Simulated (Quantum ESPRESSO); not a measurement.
The system is Si.

```
Si
1.0
     3.83132    0.00000    0.00000
    -1.91566    3.31802    0.00000
     0.00000    0.00000    6.33262
Si
4
Direct
  0.66667 0.33333 0.93699
  0.33333 0.66667 0.43699
  0.66667 0.33333 0.56301
  0.33333 0.66667 0.06301
```

This isn't the form of Si at room conditions, which is diamond.

* Program: Quantum ESPRESSO 7.5
* Task: phonons
* Functional: LDA
* Potentials or basis: JTH 2.0 LDA
* Cutoff: 707 eV
* Density cutoff: 4245 eV
* k mesh: 6 × 6 × 2, shifted
* Occupations: fermi-dirac, width 0.05 eV
* Spin: no spin polarisation
* Form of the LDA correlation: PW92
* Mixing beta: 0.5
* Most SCF iterations: 120
* SCF threshold: 8e-10 Ry

The atoms were relaxed first, and the response was taken there.

The first run showed a gap, so the response started from a second, tighter run with fixed occupations.

Q: Which optical modes does the crystal have at the zone centre, and which show in infrared and Raman spectra?

A: The optical modes are E2u + B1g + B2u + E2g + A1g + E1g. None is infrared active. Raman active: E2g + A1g + E1g.

Optical modes at Γ, degenerate ones joined, polar ones without the macroscopic field:
```
cm⁻¹  components  symmetry  active in
 101           2       E2u     silent
 370           1       B1g     silent
 395           1       B2u     silent
 483           2       E2g      Raman
 492           1       A1g      Raman
 498           2       E1g      Raman
```

Caveat: the k mesh is coarse (spacing up to 0.50 Å⁻¹), so the values aren't converged.
